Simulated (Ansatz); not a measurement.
# S: the cost of one run

Computed with Ansatz 0.2.0 (DFT PBE, scalar-relativistic, plane waves, PAW, unless a step's input says otherwise).

### Step 1. The starting structure

Symmetry: Fm-3m, No. 225, cubic system. Conventional cell: a = 3.989 Å, b = 3.989 Å, c = 3.989 Å, α = 90.00°, β = 90.00°, γ = 90.00°. S (site symmetry m-3m) has 12 S at 2.82 Å as nearest neighbours.

As a file:

```
CELL_PARAMETERS angstrom
0.00000 1.99435 1.99435
1.99435 0.00000 1.99435
1.99435 1.99435 0.00000
ATOMIC_POSITIONS crystal
S 0.00000 0.00000 0.00000
```

The structure comes from the Materials Project (structure only).

### Step 2. A change within a subgroup

What differs from the listed cell: strain xx, yy, zz, yz, xz, xy = +5.0, +5.0, +5.0, -6.0, -6.0, -6.0 %.

input.yaml

```yaml
crystal:
  lattice:
    - [-0.2393220413, 1.973788592, 1.973788592]
    - [1.973788592, -0.2393220413, 1.973788592]
    - [1.973788592, 1.973788592, -0.2393220413]
  atoms:
    - { symbol: S, position: [0.0, 0.0, 0.0] }
basis:
  ecutwfc: 420
kpoints:
  mp_grid: { grid: [15, 15, 15] }
hamiltonian:
  xc: pbe
scf:
  occupations: { method: gaussian, width: 0.1 }
output:
  forces: true
  stress: true
  eigenvalues: true
```

What time and memory should one allow on 1 thread of an x86-64 CPU, shared host?

About 2.3 s, with a peak of 0.38 GiB.
